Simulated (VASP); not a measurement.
# AlN (Fm-3m) in VASP: a series of runs, part 2 of 2

VASP 6.6.1. Earlier steps stand in the parts before.

### 4 G0W0 quasiparticle levels, PBE

The input, POSCAR:

```
AlN
1.0
    0.0000000000      2.0345180000      2.0345180000
    2.0345180000      0.0000000000      2.0345180000
    2.0345180000      2.0345180000      0.0000000000
Al N
1 1
Direct
    0.5000000000      0.5000000000      0.5000000000
    0.0000000000      0.0000000000      0.0000000000
```

The input, INCAR.step1:

```
SYSTEM = AlN
ALGO = Normal
EDIFF = 1E-8
ENCUT = 520
GGA = PE
ISMEAR = 0
LASPH = .True.
LCHARG = .False.
LREAL = .False.
LWAVE = .True.
NELM = 60
PREC = Accurate
SIGMA = 0.01
```

The input, INCAR.step2:

```
SYSTEM = AlN
ALGO = Exact
EDIFF = 1E-8
ENCUT = 520
GGA = PE
ISMEAR = 0
ISTART = 1
LASPH = .True.
LCHARG = .False.
LOPTICS = .True.
LREAL = .False.
LWAVE = .True.
NBANDS = 105
NELM = 1
PREC = Accurate
SIGMA = 0.01
```

The input, INCAR.step3:

```
SYSTEM = AlN
ALGO = EVGW0
EDIFF = 1E-8
ENCUT = 520
ENCUTGW = 260
GGA = PE
ISMEAR = 0
ISTART = 1
LASPH = .True.
LCHARG = .False.
LREAL = .False.
LWAVE = .False.
NBANDS = 105
NBANDSGW = 12
NELMGW = 1
NOMEGA = 72
PREC = Accurate
PRECFOCK = Fast
SIGMA = 0.01
```

The input, KPOINTS:

```
k-points
0
Gamma
  5 5 5
  0 0 0
```

Potentials or basis: VASP PAW PBE potentials, release 64 (Al_GW, N_GW).

The run is started by

```sh
$ cat potpaw_PBE.64/Al_GW/POTCAR potpaw_PBE.64/N_GW/POTCAR > POTCAR
$ cp INCAR.step1 INCAR
$ mpirun -np 1 vasp_std > vasp.out
$ cp INCAR.step2 INCAR
$ mpirun -np 1 vasp_std > vasp.out
$ cp INCAR.step3 INCAR
$ mpirun -np 1 vasp_std > vasp.out
```

OUTCAR:

```text
SYSTEM = AlN
   EDIFF = 1E-8
   ENCUT = 520
   ENCUTGW = 260
   GGA = PE
   ISMEAR = 0
   ISTART = 1
   LASPH = .True.
   LREAL = .False.
   NELMGW = 1
   PREC = Accurate
   PRECFOCK = Fast

 ion  position               nearest neighbor table
   1  0.500  0.500  0.500-   2 2.03   2 2.03   2 2.03   2 2.03   2 2.03   2 2.03
   2  0.000  0.000  0.000-   1 2.03   1 2.03   1 2.03   1 2.03   1 2.03   1 2.03

  LATTYP: Found a face centered cubic cell.
 ALAT       =     4.0690360000

  Lattice vectors:

 A1 = (   0.0000000000,   2.0345180000,   2.0345180000)
 A2 = (   2.0345180000,   0.0000000000,   2.0345180000)
 A3 = (   2.0345180000,   2.0345180000,   0.0000000000)

Analysis of symmetry for initial positions (statically):
[... 151 lines left out ...]
   ENCUTGWSOFT         = 208.0    soft cutoff for Coulomb kernel in GW response function in eV
   ENCUTLF             =  -1.0    cutoff for local field effects
   NELMGW              =     1    number of iterations in solving QP/BSE equation
   NELMHF              =     1    number of iterations in the inner HF iteration
   NKREDLFX            =     1    NKREDLFY  =   1   NKREDLFZ  =   1
 non-spin polarized calculation
 Gauss-broadening in eV      SIGMA  =   0.01
  energy-cutoff  :      520.00
  volume of cell :       16.84
 maximum number of plane-waves:       465
 NGX is ok and might be reduce to    24
  NGX = 14; NGY = 14; NGZ = 14
   NGX = 11   NGY = 11   NGZ = 11
 maximum number of plane-waves:       170

 QP shifts <psi_nk| G(iteration)W_0 |psi_nk>: iteration 1
 for sc-GW calculations column KS-energies equals QP-energies in previous step
 and V_xc(KS)=  KS-energies - (<T + V_ion + V_H > + <T+V_H+V_ion>^1  + <V_x>^1)

 k-point   1 :       0.0000    0.0000    0.0000
  band No.  KS-energies  QP-energies   sigma(KS)   V_xc(KS)     V^pw_x(r,r')   Z            occupation Imag(sigma)

      1      -8.9220     -10.6899     -16.9286     -14.6220     -24.8245       0.7664       2.0000       1.3630
      2       8.4644       7.5810     -18.4489     -17.3393     -21.0519       0.7961       2.0000       0.0422
      3       8.4644       7.5810     -18.4489     -17.3393     -21.0519       0.7961       2.0000       0.0422
      4       8.4644       7.5810     -18.4489     -17.3393     -21.0519       0.7961       2.0000       0.0422
      5      13.8706      14.7312     -13.5110     -14.5784      -8.9188       0.8063       0.0000      -0.0611
      6      20.5497      21.3126      -9.7069     -10.6416      -4.4618       0.8162       0.0000      -0.0807
      7      20.5497      21.3126      -9.7069     -10.6416      -4.4618       0.8162       0.0000      -0.0807
      8      20.5497      21.3126      -9.7069     -10.6416      -4.4618       0.8162       0.0000      -0.0807
      9      25.6321      25.8537      -9.2155      -9.5057      -2.6134       0.7638       0.0000      -0.3073
     10      26.0828      27.0610     -10.2671     -11.4901      -4.4480       0.7999       0.0000      -0.1793
     11      26.0828      27.0610     -10.2671     -11.4901      -4.4480       0.7999       0.0000      -0.1793
     12      26.9872      27.8235     -10.0473     -11.1524      -2.8777       0.7568       0.0000      -0.4033
[... 132 lines left out ...]
      1      -5.0389      -6.4888     -18.5353     -16.6007     -25.9432       0.7495       2.0000       0.9312
      2       2.2099       0.9108     -15.6389     -13.9300     -19.5616       0.7602       2.0000       0.0946
      3       3.7774       2.5198     -15.8573     -14.2359     -19.2975       0.7756       2.0000       0.0690
      4       5.5185       4.4004     -16.5097     -15.0874     -19.5175       0.7862       2.0000       0.0524
      5      16.2496      17.2363     -11.5933     -12.8070      -6.7797       0.8130       0.0000      -0.0633
      6      17.8554      18.7026     -11.6932     -12.7414      -6.6115       0.8083       0.0000      -0.0711
      7      18.9338      19.8952     -12.0606     -13.2703      -6.5624       0.7947       0.0000      -0.0868
      8      21.9952      23.0949     -12.0180     -13.4390      -5.7980       0.7739       0.0000      -0.1377
      9      26.1558      27.0937     -11.3417     -12.5654      -4.3481       0.7664       0.0000      -0.3400
     10      28.1240      28.8804     -10.2387     -11.2084      -3.2855       0.7799       0.0000      -0.4738
     11      33.8390      34.9396     -11.1610     -12.5480      -3.8260       0.7935       0.0000      -0.8556
     12      34.1044      34.8817      -9.1117     -10.1069      -1.8212       0.7811       0.0000      -0.8499
```

OUTCAR.step2:

```text
SYSTEM = AlN
   EDIFF = 1E-8
   ENCUT = 520
   GGA = PE
[... 731 lines left out ...]
  --------------------------------------------------------------------------------------------------------------
     0.00000     5.82305     5.82305     5.82305     0.00000     0.00000    -0.00000
     2.32661     6.18313     6.18313     6.18313     0.00000     0.00000    -0.00000
     4.65322     8.01741     8.01741     8.01741     0.00000     0.00000    -0.00000
     6.97983    20.64164    20.64164    20.64164     0.00000    -0.00000    -0.00000
     9.30644   -10.51203   -10.51203   -10.51203    -0.00000    -0.00000     0.00000
    11.63305     2.68129     2.68129     2.68129    -0.00000    -0.00000     0.00000
[... 92 lines left out ...]
   228.00773     0.98678     0.98678     0.98678    -0.00000    -0.00000     0.00000
   230.33434     0.98706     0.98706     0.98706    -0.00000    -0.00000     0.00000
```

It took 86 s on 1 thread of Intel Xeon Platinum 8488C (Sapphire Rapids), shared host; peak memory 0.31 GiB.

What came out:

| Property | Result |
| --- | --- |
| Band gap on the k mesh, mean-field level | 5.03 eV, indirect (least direct gap 5.41 eV) |
| Quasiparticle gap | 6.71 eV |
| Least direct quasiparticle gap | 7.15 eV |

Levels at points of the mesh, in eV from the valence-band top:
```
           k point  band 1  band 2  band 3  band 4  band 5  band 6  band 7  band 8
(0.00, 0.00, 0.00)  -17.39    0.00    0.00    0.00    5.41   12.09   12.09   12.09
```

Caveat: the k mesh is coarse (spacing up to 0.53 Å⁻¹), so the values aren't converged; bands, screening cutoff and mesh are small and nothing is extrapolated, so the quasiparticle values aren't converged; an odd mesh through Γ misses points on the zone boundary, where band edges often lie.

### 5 G0W0 quasiparticle levels, PBE

POSCAR is that of step 4.

INCAR.step1, as its differences from that of step 4:

```diff
@@ -3,3 +3,3 @@
 EDIFF = 1E-8
-ENCUT = 520
+ENCUT = 450
 GGA = PE
```

INCAR.step2, as its differences from that of step 4:

```diff
@@ -3,3 +3,3 @@
 EDIFF = 1E-8
-ENCUT = 520
+ENCUT = 450
 GGA = PE
@@ -12,3 +12,3 @@
 LWAVE = .True.
-NBANDS = 105
+NBANDS = 16
 NELM = 1
```

The input, INCAR.step3:

```
SYSTEM = AlN
ALGO = EVGW0
EDIFF = 1E-8
ENCUT = 450
ENCUTGW = 50
GGA = PE
ISMEAR = 0
ISTART = 1
LASPH = .True.
LCHARG = .False.
LREAL = .False.
LWAVE = .False.
NBANDS = 16
NBANDSGW = 12
NELMGW = 1
NOMEGA = 48
PREC = Accurate
PRECFOCK = Fast
SIGMA = 0.01
```

The input, KPOINTS:

```
k-points
0
Gamma
  3 3 3
  0 0 0
```

Potentials or basis: VASP PAW PBE potentials, release 64 (Al_GW, N_GW).

The run is started by

```sh
$ cat potpaw_PBE.64/Al_GW/POTCAR potpaw_PBE.64/N_GW/POTCAR > POTCAR
$ cp INCAR.step1 INCAR
$ mpirun -np 1 vasp_std > vasp.out
$ cp INCAR.step2 INCAR
$ mpirun -np 1 vasp_std > vasp.out
$ cp INCAR.step3 INCAR
$ mpirun -np 1 vasp_std > vasp.out
```

OUTCAR:

```text
SYSTEM = AlN
   EDIFF = 1E-8
   ENCUT = 450
   ENCUTGW = 50
   GGA = PE
   ISMEAR = 0
   ISTART = 1
   LASPH = .True.
   LREAL = .False.
   NELMGW = 1
   PREC = Accurate
   PRECFOCK = Fast

 Found      4 irreducible k-points:

 Following reciprocal coordinates:
            Coordinates               Weight
[... 85 lines left out ...]
      1      -8.8173     -10.0278     -16.2572     -14.5807     -24.7400       0.7220       2.0000       1.5107
      2       8.6417       8.7754     -17.1693     -17.3363     -21.4544       0.8012       2.0000       0.1386
      3       8.6417       8.7754     -17.1693     -17.3363     -21.4544       0.8012       2.0000       0.1386
      4       8.6417       8.7754     -17.1693     -17.3363     -21.4544       0.8012       2.0000       0.1386
      5      13.9874      15.3997     -12.8458     -14.5892      -8.4956       0.8101       0.0000      -0.1325
      6      20.5617      22.0564      -8.7778     -10.5978      -4.3058       0.8213       0.0000      -0.1667
      7      20.5617      22.0564      -8.7778     -10.5978      -4.3058       0.8213       0.0000      -0.1667
      8      20.5617      22.0564      -8.7778     -10.5978      -4.3058       0.8213       0.0000      -0.1667
      9      25.6576      26.6192      -8.1529      -9.4009      -2.4763       0.7705       0.0000      -0.5027
     10      26.0934      27.9669      -9.1598     -11.4784      -4.4140       0.8080       0.0000      -0.2647
     11      26.0934      27.9669      -9.1598     -11.4784      -4.4140       0.8080       0.0000      -0.2647
     12      26.9887      28.6785      -8.9953     -11.1255      -2.8392       0.7933       0.0000      -0.5976
[... 36 lines left out ...]
      1      -4.8088      -5.9331     -18.1274     -16.6935     -26.0140       0.7841       2.0000       1.0300
      2       2.4746       1.8983     -14.4624     -13.7207     -19.1605       0.7769       2.0000       0.2275
      3       2.7783       2.1843     -14.5308     -13.7665     -19.2138       0.7772       2.0000       0.2215
      4       6.7059       6.5449     -16.2331     -16.0313     -20.6362       0.7974       2.0000       0.1538
      5      14.9498      16.2101      -9.4447     -10.9767      -5.1572       0.8226       0.0000      -0.1286
      6      18.9625      20.9713     -12.2267     -14.7418      -7.8571       0.7987       0.0000      -0.1654
      7      20.4572      22.5148     -12.1706     -14.7639      -7.5244       0.7934       0.0000      -0.1996
      8      21.9832      23.8121      -9.9710     -12.2465      -4.9831       0.8038       0.0000      -0.2384
      9      24.8370      26.3824      -9.4000     -11.3985      -3.7527       0.7733       0.0000      -0.3705
     10      28.3344      30.0650      -8.4182     -10.5322      -3.1688       0.8187       0.0000      -0.5159
     11      31.7419      33.5612      -8.3493     -10.6832      -2.2499       0.7795       0.0000      -0.7785
     12      35.0344      37.5021      -9.8403     -12.9358      -3.8165       0.7972       0.0000      -1.0187
```

OUTCAR.step1:

```text
SYSTEM = AlN
   EDIFF = 1E-8
   ENCUT = 450
   GGA = PE
   ISMEAR = 0
   LASPH = .True.
   LREAL = .False.
[... 150 lines left out ...]
      2.03452      2.03452      2.03452         0.000000     -0.000000     -0.000000
      0.00000      0.00000      0.00000        -0.000000      0.000000      0.000000
 -----------------------------------------------------------------------------------
    total drift:                                0.000000     -0.000000     -0.000000

  FREE ENERGIE OF THE ION-ELECTRON SYSTEM (eV)
  ---------------------------------------------------
  free  energy   TOTEN  =       -14.1775501564 eV

  energy  without entropy=      -14.1775501564  energy(sigma->0) =      -14.17755016
```

Run time: 6.3 s. Hardware: 1 thread of Intel Xeon Platinum 8488C (Sapphire Rapids), shared host; peak memory 0.13 GiB.

These settings aren't checked as converged: the numbers below hold their error.

Results:

| Property | Result |
| --- | --- |
| Band gap on the k mesh, mean-field level | 5.35 eV, direct |
| Quasiparticle gap | 6.62 eV |
| Least direct quasiparticle gap | 6.62 eV |

Caveat: the k mesh is coarse (spacing up to 0.89 Å⁻¹), so the values aren't converged; bands, screening cutoff and mesh are small and nothing is extrapolated, so the quasiparticle values aren't converged.
